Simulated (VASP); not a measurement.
# Zn₁₂O: drag along a line

Zn₁₂O, slab, 13 atoms in the cell. PBE, constrained relaxations along a path; PAW potentials Zn, O (PBE set).

Path: drag along a line, O hops from a hollow site to the next hollow site of Zn(100).

## Input

INCAR:
```
SYSTEM = Zn12O
ALGO = Normal
EDIFF = 1E-6
EDIFFG = -0.03
ENCUT = 400
IBRION = 2
ISIF = 2
ISMEAR = 1
KPAR = 2
LASPH = .TRUE.
LCHARG = .FALSE.
LREAL = .FALSE.
LWAVE = .FALSE.
NELM = 100
NSW = 60
POTIM = 0.5
PREC = Normal
SIGMA = 0.1
```

KPOINTS:
```
k-points
0
Gamma
  3 3 1
```

POSCAR.step1:
```
Zn12O
1.0
    6.2761480000      0.0000000000      0.0000000000
    0.0000000000      6.2761480000      0.0000000000
    0.0000000000      0.0000000000     18.3080740000
Zn O
12 1
Selective dynamics
Direct
    0.0000000000      0.0000000000      0.3277242598  F F F
    0.5000000000      0.0000000000      0.3277242598  F F F
    0.0000000000      0.5000000000      0.3277242598  F F F
    0.5000000000      0.5000000000      0.3277242598  F F F
    0.2500000000      0.2500000000      0.4134261747  T T T
    0.7500000000      0.2500000000      0.4134261747  T T T
    0.2500000000      0.7500000000      0.4134261747  T T T
    0.7500000000      0.7500000000      0.4134261747  T T T
    0.0000000000      0.0000000000      0.4991280896  T T T
    0.5000000000      0.0000000000      0.4991280896  T T T
    0.0000000000      0.5000000000      0.4991280896  T T T
    0.5000000000      0.5000000000      0.4991280896  T T T
    0.2500000000      0.2500000000      0.5264384446  F T T
```

POSCAR.step2:
```
Zn12O
1.0
    6.2761480000      0.0000000000      0.0000000000
    0.0000000000      6.2761480000      0.0000000000
    0.0000000000      0.0000000000     18.3080740000
Zn O
12 1
Selective dynamics
Direct
    0.0000000000      0.0000000000      0.3277242598  F F F
    0.5000000000      0.0000000000      0.3277242598  F F F
    0.0000000000      0.5000000000      0.3277242598  F F F
    0.5000000000      0.5000000000      0.3277242598  F F F
    0.2500000000      0.2500000000      0.4134261747  T T T
    0.7500000000      0.2500000000      0.4134261747  T T T
    0.2500000000      0.7500000000      0.4134261747  T T T
    0.7500000000      0.7500000000      0.4134261747  T T T
    0.0000000000      0.0000000000      0.4991280896  T T T
    0.5000000000      0.0000000000      0.4991280896  T T T
    0.0000000000      0.5000000000      0.4991280896  T T T
    0.5000000000      0.5000000000      0.4991280896  T T T
    0.1500000000      0.2500000000      0.5264384446  F T T
```

POSCAR.step3:
```
Zn12O
1.0
    6.2761480000      0.0000000000      0.0000000000
    0.0000000000      6.2761480000      0.0000000000
    0.0000000000      0.0000000000     18.3080740000
Zn O
12 1
Selective dynamics
Direct
    0.0000000000      0.0000000000      0.3277242598  F F F
    0.5000000000      0.0000000000      0.3277242598  F F F
    0.0000000000      0.5000000000      0.3277242598  F F F
    0.5000000000      0.5000000000      0.3277242598  F F F
    0.2500000000      0.2500000000      0.4134261747  T T T
    0.7500000000      0.2500000000      0.4134261747  T T T
    0.2500000000      0.7500000000      0.4134261747  T T T
    0.7500000000      0.7500000000      0.4134261747  T T T
    0.0000000000      0.0000000000      0.4991280896  T T T
    0.5000000000      0.0000000000      0.4991280896  T T T
    0.0000000000      0.5000000000      0.4991280896  T T T
    0.5000000000      0.5000000000      0.4991280896  T T T
    0.0750000000      0.2500000000      0.5264384446  F T T
```

POSCAR.step4:
```
Zn12O
1.0
    6.2761480000      0.0000000000      0.0000000000
    0.0000000000      6.2761480000      0.0000000000
    0.0000000000      0.0000000000     18.3080740000
Zn O
12 1
Selective dynamics
Direct
    0.0000000000      0.0000000000      0.3277242598  F F F
    0.5000000000      0.0000000000      0.3277242598  F F F
    0.0000000000      0.5000000000      0.3277242598  F F F
    0.5000000000      0.5000000000      0.3277242598  F F F
    0.2500000000      0.2500000000      0.4134261747  T T T
    0.7500000000      0.2500000000      0.4134261747  T T T
    0.2500000000      0.7500000000      0.4134261747  T T T
    0.7500000000      0.7500000000      0.4134261747  T T T
    0.0000000000      0.0000000000      0.4991280896  T T T
    0.5000000000      0.0000000000      0.4991280896  T T T
    0.0000000000      0.5000000000      0.4991280896  T T T
    0.5000000000      0.5000000000      0.4991280896  T T T
    0.0000000000      0.2500000000      0.5264384446  F T T
```

POSCAR.step5:
```
Zn12O
1.0
    6.2761480000      0.0000000000      0.0000000000
    0.0000000000      6.2761480000      0.0000000000
    0.0000000000      0.0000000000     18.3080740000
Zn O
12 1
Selective dynamics
Direct
    0.0000000000      0.0000000000      0.3277242598  F F F
    0.5000000000      0.0000000000      0.3277242598  F F F
    0.0000000000      0.5000000000      0.3277242598  F F F
    0.5000000000      0.5000000000      0.3277242598  F F F
    0.2500000000      0.2500000000      0.4134261747  T T T
    0.7500000000      0.2500000000      0.4134261747  T T T
    0.2500000000      0.7500000000      0.4134261747  T T T
    0.7500000000      0.7500000000      0.4134261747  T T T
    0.0000000000      0.0000000000      0.4991280896  T T T
    0.5000000000      0.0000000000      0.4991280896  T T T
    0.0000000000      0.5000000000      0.4991280896  T T T
    0.5000000000      0.5000000000      0.4991280896  T T T
   -0.0750000000      0.2500000000      0.5264384446  F T T
```

POSCAR.step6:
```
Zn12O
1.0
    6.2761480000      0.0000000000      0.0000000000
    0.0000000000      6.2761480000      0.0000000000
    0.0000000000      0.0000000000     18.3080740000
Zn O
12 1
Selective dynamics
Direct
    0.0000000000      0.0000000000      0.3277242598  F F F
    0.5000000000      0.0000000000      0.3277242598  F F F
    0.0000000000      0.5000000000      0.3277242598  F F F
    0.5000000000      0.5000000000      0.3277242598  F F F
    0.2500000000      0.2500000000      0.4134261747  T T T
    0.7500000000      0.2500000000      0.4134261747  T T T
    0.2500000000      0.7500000000      0.4134261747  T T T
    0.7500000000      0.7500000000      0.4134261747  T T T
    0.0000000000      0.0000000000      0.4991280896  T T T
    0.5000000000      0.0000000000      0.4991280896  T T T
    0.0000000000      0.5000000000      0.4991280896  T T T
    0.5000000000      0.5000000000      0.4991280896  T T T
   -0.1500000000      0.2500000000      0.5264384446  F T T
```

POSCAR.step7:
```
Zn12O
1.0
    6.2761480000      0.0000000000      0.0000000000
    0.0000000000      6.2761480000      0.0000000000
    0.0000000000      0.0000000000     18.3080740000
Zn O
12 1
Selective dynamics
Direct
    0.0000000000      0.0000000000      0.3277242598  F F F
    0.5000000000      0.0000000000      0.3277242598  F F F
    0.0000000000      0.5000000000      0.3277242598  F F F
    0.5000000000      0.5000000000      0.3277242598  F F F
    0.2500000000      0.2500000000      0.4134261747  T T T
    0.7500000000      0.2500000000      0.4134261747  T T T
    0.2500000000      0.7500000000      0.4134261747  T T T
    0.7500000000      0.7500000000      0.4134261747  T T T
    0.0000000000      0.0000000000      0.4991280896  T T T
    0.5000000000      0.0000000000      0.4991280896  T T T
    0.0000000000      0.5000000000      0.4991280896  T T T
    0.5000000000      0.5000000000      0.4991280896  T T T
   -0.2500000000      0.2500000000      0.5264384446  F T T
```

Commands (each step's output is kept before the next begins):
```
cat potpaw_PBE.64/Zn/POTCAR potpaw_PBE.64/O/POTCAR > POTCAR
cp POSCAR.step1 POSCAR
mpirun -np 8 vasp_std > vasp.out
cp POSCAR.step2 POSCAR
mpirun -np 8 vasp_std > vasp.out
cp POSCAR.step3 POSCAR
mpirun -np 8 vasp_std > vasp.out
cp POSCAR.step4 POSCAR
mpirun -np 8 vasp_std > vasp.out
cp POSCAR.step5 POSCAR
mpirun -np 8 vasp_std > vasp.out
cp POSCAR.step6 POSCAR
mpirun -np 8 vasp_std > vasp.out
cp POSCAR.step7 POSCAR
mpirun -np 8 vasp_std > vasp.out
```

## Result

- Barrier (eV): 0.000
- Ionic steps, all stages: 242
- Electronic steps, all stages: 2399

Energy along the pull:

| Share of the way | Energy above the start (eV) |
|---|---|
| 0 | 0.000 |
| 0.2 | -0.477 |
| 0.35 | -0.619 |
| 0.5 | -0.537 |
| 0.65 | -0.619 |
| 0.8 | -0.476 |
| 1 | 0.000 |

The slab is body-centred cubic Zn(100), which isn't the element's stable structure, in-plane cell 6.28 × 6.28 Å, with 3 × 3 k points.

Limits: the adatom repeats in each 2 x 2 surface cell, and the slab has three layers.

VASP 6.6.1 took 2835 s on 8 cores (Intel Xeon 6975P-C (Granite Rapids)), a shared host.
